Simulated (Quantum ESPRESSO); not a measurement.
AgCl (Chlorargyrite) in Quantum ESPRESSO: the effect of functional

The system is AgCl (Chlorargyrite).

```
Ag Cl
1.0
     0.00000    2.73500    2.73500
     2.73500    0.00000    2.73500
     2.73500    2.73500    0.00000
Ag Cl
1 1
Direct
  0.00000 0.00000 0.00000
  0.50000 0.50000 0.50000
```

Alike in all runs:

```yaml
Program: Quantum ESPRESSO 7.5
Task: band structure
Potentials_or_basis: SG15 PBE 1.2
Cutoff: 952 eV
Density_cutoff: 3810 eV
k_mesh: 6 × 6 × 6
Occupations: fermi-dirac, width 0.05 eV
Spin: no spin polarisation
```

```csv
functional,gap on the mesh (eV),pressure (GPa)
r2SCAN,1.40,2.4
SCAN,1.35,2.2
TASK,?,?
TPSS,1.03,3.1
```

**Question.** What does the run with functional TASK give?

**Answer.** gap on the mesh 2.28 eV; pressure 11.2 GPa.

Caveats: the potentials were made for another functional, which shifts forces and pressure; this potential file gives levels or pressures that part from those of other sets.

Runs at the PBE level aren't shown here.
